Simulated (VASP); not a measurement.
Input of a VASP 6.6.1 run:

The input INCAR:

```
SYSTEM = MnO
  PREC = Accurate
  ENCUT = 520
  EDIFF = 1E-7
  ISMEAR = -1
  SIGMA = 0.05
  LREAL = .False.
  LASPH = .True.
  NELM = 150
  ALGO = Normal
  ISIF = 2
  LWAVE = .False.
  LCHARG = .False.
  ISPIN = 2
  MAGMOM = 4 0
  LORBIT = 11
  LMAXMIX = 4
  GGA = 91
  NBANDS = 20
```

File KPOINTS:

```
regular mesh
0
Gamma
  7 7 7
  0 0 0
```

The input POSCAR:

```
MnO
1.0
    2.9712935166     -1.7169813801      0.0000000000
    2.9712935166      1.7169813801      0.0000000000
   -1.9846287531      0.0000000000      2.8103092467
Mn O
1 1
Direct
    0.5001990000      0.5001990000      0.5006650000
    0.7498025000      0.7498025000      0.2493360000
```

The input KPOINTS_OPT:

```
path XGY,LGZ,NGM,RG
10
line-mode
reciprocal
 0.0000000000  0.0000000000 -0.5000000000  X
 0.0000000000  0.0000000000  0.0000000000  G

 0.0000000000  0.0000000000  0.0000000000  G
 0.5000000000  0.0000000000  0.0000000000  Y

 0.5000000000  0.0000000000 -0.5000000000  L
 0.0000000000  0.0000000000  0.0000000000  G

 0.0000000000  0.0000000000  0.0000000000  G
-0.5000000000 -0.5000000000  0.5000000000  Z

-0.5000000000 -0.5000000000  0.0000000000  N
 0.0000000000  0.0000000000  0.0000000000  G

 0.0000000000  0.0000000000  0.0000000000  G
 0.0000000000 -0.5000000000  0.5000000000  M

 0.0000000000 -0.5000000000  0.0000000000  R
 0.0000000000  0.0000000000  0.0000000000  G
```

Potentials or basis: VASP PAW PBE potentials, release 64 (Mn_pv, O).

The run is started by

```console
$ cat potpaw_PBE.64/Mn_pv/POTCAR potpaw_PBE.64/O/POTCAR > POTCAR
$ mpirun -np 1 vasp_std > vasp.out
```

**Question.** Predict the site moments.

**Answer.** Mn +4.42; O +0.19 μB.

**Question.** What does it give for the net moment?

**Answer.** 4.99 μB per cell.

**Question.** What does it give for the pressure?

**Answer.** -3.9 GPa.

**Question.** Predict the band gap along the path.

**Answer.** None (metal or under the smearing width).

Levels at the corners of the path, in eV from the Fermi level:
Spin up:
```csv
point,band 10,band 11,band 12,band 13,band 14,band 15
X,-2.43,-0.79,-0.79,3.82,5.11,11.34
Γ,-1.33,-0.01,-0.01,0.00,11.76,11.83
Γ,-1.33,-0.01,-0.01,0.00,11.76,11.83
Y,-2.43,-0.79,-0.78,3.81,5.14,11.29
L,-2.00,-1.72,-1.72,3.75,7.55,9.22
Γ,-1.33,-0.01,-0.01,0.00,11.76,11.83
Γ,-1.33,-0.01,-0.01,0.00,11.76,11.83
Z,-2.43,-0.79,-0.78,3.81,5.14,11.30
N,-2.00,-1.72,-1.72,3.75,7.57,9.20
Γ,-1.33,-0.01,-0.01,0.00,11.76,11.83
Γ,-1.33,-0.01,-0.01,0.00,11.76,11.83
M,-2.00,-1.72,-1.72,3.75,7.55,9.22
R,-2.43,-0.79,-0.78,3.81,5.14,11.29
Γ,-1.33,-0.01,-0.01,0.00,11.76,11.83
```
Spin down:
```tsv
point	band 4	band 5	band 6	band 7	band 8	band 9	band 10	band 11
X	-18.45	-5.71	-4.25	-4.25	1.28	1.57	1.57	2.56
Γ	-18.84	-4.43	-4.42	-4.42	-0.07	1.43	1.43	3.19
Γ	-18.84	-4.43	-4.42	-4.42	-0.07	1.43	1.43	3.19
Y	-18.45	-5.70	-4.26	-4.26	1.28	1.57	1.58	2.56
L	-18.33	-5.71	-4.16	-4.15	0.22	1.52	1.87	2.15
Γ	-18.84	-4.43	-4.42	-4.42	-0.07	1.43	1.43	3.19
Γ	-18.84	-4.43	-4.42	-4.42	-0.07	1.43	1.43	3.19
Z	-18.45	-5.70	-4.26	-4.26	1.28	1.57	1.58	2.56
N	-18.33	-5.70	-4.16	-4.15	0.22	1.52	1.87	2.15
Γ	-18.84	-4.43	-4.42	-4.42	-0.07	1.43	1.43	3.19
Γ	-18.84	-4.43	-4.42	-4.42	-0.07	1.43	1.43	3.19
M	-18.33	-5.71	-4.16	-4.15	0.22	1.52	1.87	2.15
R	-18.45	-5.70	-4.26	-4.26	1.28	1.57	1.58	2.56
Γ	-18.84	-4.43	-4.42	-4.42	-0.07	1.43	1.43	3.19
```

Caveat: the PAW data sets were made with another functional, which shifts forces and pressure a little; a cell with one magnetic atom can't hold antiferromagnetic order, which such compounds often take; semilocal functionals often make such compounds metallic where correlation or magnetic order opens a gap, which also shifts bond lengths.
